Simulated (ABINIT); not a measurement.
Te:

```
Te
1.0
     4.45400    0.00000    0.00000
    -2.22700    3.85728    0.00000
     0.00000    0.00000    5.92400
Te
3
Direct
  0.73100 0.73100 0.00000
  0.00000 0.26900 0.66667
  0.26900 0.00000 0.33333
```

Base run:

| Quantity | Value |
| --- | --- |
| Program | ABINIT 10.8.3 (patched build) |
| Functional | PBE |
| Potentials or basis | JTH PAW PBE v2.0 |
| Cutoff | 408 eV |
| k mesh | 9 × 9 × 6 |
| Occupations | fermi-dirac, width 0.05 eV |
| Spin | no spin polarisation |

Its results: pressure 1.4 GPa; largest force 0.225 eV/Å.

Problem. The run is repeated on the same cell with these changes: k mesh from 9 × 9 × 6 to 3 × 3 × 2. What comes out?

Solution. Pressure 1.9 GPa; largest force 0.056 eV/Å.

Caveats: some runs use coarse meshes.
